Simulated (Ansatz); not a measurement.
CuI (Marshite):

```
CELL_PARAMETERS angstrom
0.00000 3.03150 3.03150
3.03150 0.00000 3.03150
3.03150 3.03150 0.00000
ATOMIC_POSITIONS crystal
I 0.00000 0.00000 0.00000
Cu 0.75000 0.75000 0.75000
```

Base run:

- Program: Ansatz 0.2.0
- Functional: PBEsol
- Potentials or basis: all-electron LAPW, scalar-relativistic
- Cutoff: 283 eV
- Density cutoff: 1131 eV
- Basis error allowed: 0.001 eV/atom
- k mesh: 8 × 8 × 8
- Occupations: fermi-dirac, width 0.05 eV
- Spin: no spin polarisation

Its results: band gap on the k mesh 1.01 eV, direct; pressure -2.6 GPa.

Problem. The run is repeated on the same cell with these changes: functional from PBEsol to LDA. What comes out?

Solution. Band gap on the k mesh 0.94 eV, direct; pressure -4.4 GPa.

LDA binds more tightly than PBEsol, so the same cell stands under less pressure.

Caveats: spin-orbit coupling is left out, which moves the levels of the heavy elements.

Not every run made on this cell is shown here.
